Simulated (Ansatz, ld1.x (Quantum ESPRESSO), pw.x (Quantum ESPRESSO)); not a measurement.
## Os: one change to the TM potential, in the atom and in the fcc crystal

osmium (Os), norm-conserving Troullier–Martins (Kleinman–Bylander form), made with ld1.x (Quantum ESPRESSO) 7.5 (PBE, scalar-relativistic). Core [Xe] 4f14, reference 5d6 6s1.5 6p0.5. Waves: 6s (bound): rc 1.90 bohr; 6p (bound): rc 3.25 bohr; 5d (bound): rc 2.30 bohr. Local part: all-electron potential smoothed inside 2.25 bohr (lloc = -2). Core correction: Bessel-smoothed model core inside 1.60 bohr.

Change: local potential all-electron potential smoothed inside 1.60 bohr (lloc = -1).

Cutoffs, loose and tight: the cutoffs (Ry, on a coarse ladder) from which the occupation-weighted sum of valence levels, in a spherical-Bessel basis at the reference potential, stays within 10 and 1 mRy of its value at 400 Ry. They do not see the model core or the augmentation charge, which bear on the density cutoff. Test errors are all-electron minus pseudo excitation energies from the reference, over the configurations 5d6 6s2 6p0; 5d6 6s1 6p0; 5d6 6s0 6p0; 5d7 6s1 6p0; 5d4 6s0 6p0; 5d6.5 6s1.5 6p0; 5d6 6s0 6p1; variants that change the core or the reference have their own tests.

Crystal test: fcc Os in pw.x 7.5, no spin, 15³ k-points, Fermi–Dirac smearing 0.01 Ry, cutoffs set for each file from its atomic test. The reference is all-electron LAPW (Ansatz 0.2.0) with the same functional, mesh and smearing; V0 and B0 come from Birch–Murnaghan fits to the pressures at five volumes. Errors are pseudo minus all-electron; Δ is the rms difference of the E(V) curves that follow from these fits, minima aligned, over ±6 % about the mean V0. Mesh and smearing are coarse, so the numbers serve the comparison and aren't converged zero-temperature values; the lattice is a test structure that the element need not adopt.

All-electron: a0 = 3.856 Å (V0 = 14.34 Å³/atom), B0 = 387.2 GPa.

Q: Does the change bring the crystal closer to the all-electron result?

A: The mean pressure error goes from -2.12 to +36.09 GPa, so the change moves the solid further from the all-electron pressures.

| quantity | base | changed |
| --- | --- | --- |
| outcome (atom) | generated | generated |
| cutoff, loose (atom) | 35 Ry | 35 Ry |
| cutoff, tight (atom) | 60 Ry | 55 Ry |
| bound ghosts (atom) | none | s, p |
| largest test error (meV) (atom) | -506 | -419 |
| cutoffs in pw.x (Ry) | 75/300 | 70/280 |
| a0 (Å) | 3.849 | – |
| a0 error (%) | -0.18 | – |
| B0 error (%) | +0.1 | – |
| Δ (meV/atom) | 6.6 | – |
| mean pressure error (GPa) | -2.12 | +36.09 |

A dash: not determined, or the minimum lies outside the volumes sampled.

Base: The largest radius (3.25 bohr) exceeds half the bond length (2.58 bohr), so the spheres overlap, which is one possible source of error among others. The logarithmic derivative shows an extra or strongly shifted pseudo pole above the reference energy (s near 1.27 Ry). Changed file: The largest radius (3.25 bohr) exceeds half the bond length (2.58 bohr), so the spheres overlap, which is one possible source of error among others. This is a poor potential for the solid. Note: ghost states, extra bound levels that the all-electron valence spectrum of the same l lacks: s at -86.0 eV, p at -35.0 eV. A true bound ghost makes a file unfit for plane-wave use.
